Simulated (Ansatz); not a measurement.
# CdSe (h-MgO (five-fold) type): optical response by level

How does CdSe (h-MgO (five-fold) type) absorb light if electrons and holes don't interact? Plan: HSE06 for the gap; optics with PBE on 6×6×4; optics with r2SCAN on 6×6×4; optics with PBE and scissors to the HSE06 gap on 6×6×4.

Method: plane waves, PAW; no local fields, no excitons, in Ansatz 0.2.0.

3 further runs of the same task are left out: 3 that didn't finish. Runs told in other sessions of the task aren't counted.

### Step 1. Starting point

Symmetry: P6_3/mmc, No. 194, hexagonal system. The conventional cell has a = 4.602 Å, b = 4.602 Å, c = 6.002 Å, α = 90.00°, β = 90.00°, γ = 120.00°. Cd (site symmetry -6m2) has 5 Se at 2.66 to 3.00 Å in its first shell of neighbours. Se (site symmetry -6m2) is surrounded by 5 Cd at 2.66 to 3.00 Å.

Coordinates:

```
Cd Se
1.0
     4.60224    0.00000    0.00000
    -2.30112    3.98566    0.00000
     0.00000    0.00000    6.00162
Cd Se
2 2
Direct
  0.33333 0.66667 0.25000
  0.66667 0.33333 0.75000
  0.66667 0.33333 0.25000
  0.33333 0.66667 0.75000
```

Cell and atoms come from an earlier r2SCAN relaxation.

### Step 2. HSE06 levels at special points

Input file input.yaml:

```yaml
crystal:
  lattice:
    - [4.6022437423, 0.0, 0.0]
    - [-2.3011218711, 3.9856599953, 0.0]
    - [0.0, 0.0, 6.0016225389]
  atoms:
    - { symbol: Cd, position: [0.3333333333, 0.6666666667, 0.25] }
    - { symbol: Cd, position: [0.6666666667, 0.3333333333, 0.75] }
    - { symbol: Se, position: [0.6666666667, 0.3333333333, 0.25] }
    - { symbol: Se, position: [0.3333333333, 0.6666666667, 0.75] }
kpoints:
  mp_grid: { grid: [6, 6, 2] }
  band_path:
    path:
      - [0.0, 0.0, 0.0]
      - [0.5, 0.0, 0.0]
      - [0.3333333333, 0.3333333333, 0.0]
      - [0.0, 0.0, 0.5]
      - [0.5, 0.0, 0.5]
      - [0.3333333333, 0.3333333333, 0.5]
    npoints: 1
hamiltonian:
  xc: hse06
scf:
  occupations: { method: fixed }
  n_extra_bands: 5
output:
  forces: true
  stress: true
  eigenvalues: true
```

Run with:

```console
> ansatz run input.yaml --threads 4 --pin off --max-ram 3686MiB --backend cpu --events-out ev --progress --plain --runs-dir out
```

The runs that follow: Optics, PBE; Optics, r2SCAN; Optics, PBE with a scissors shift.

Before running them: what should the planned runs give, taken together? Wanted: ε∞, PBE; ε∞, r2SCAN; tallest peak of ε₂, PBE; tallest peak of ε₂, r2SCAN; HSE06 direct gap.

**Answer**, as computed:

| quantity | value |
| --- | --- |
| ε∞, PBE | 8.91 (xx, yy), 9.50 (zz) |
| ε∞, r2SCAN | 7.27 (xx, yy), 7.47 (zz) |
| ε∞, PBE + 0.92 eV scissors | 7.30 (xx, yy), 7.68 (zz) |
| tallest peak of ε₂, PBE | 13.1 at 4.25 eV |
| tallest peak of ε₂, r2SCAN | 12.6 at 4.80 eV |
| tallest peak of ε₂, PBE + 0.92 eV scissors | 13.1 at 5.20 eV |
| HSE06 direct gap | 1.37 eV |

In words: From PBE to PBE + 0.92 eV scissors the direct gap grows from 0.45 to 1.37 eV, and ε∞ goes from 9.11 to 7.43 (mean of the axes). With a direct gap of only 0.45 eV, ε∞ hangs on the few k points next to it, so this mesh fixes it only roughly. The response is anisotropic: with PBE ε∞ is 8.91 (xx, yy), 9.50 (zz). Local fields and excitons are left out: both change ε∞, and without excitons the onset lacks its lines.
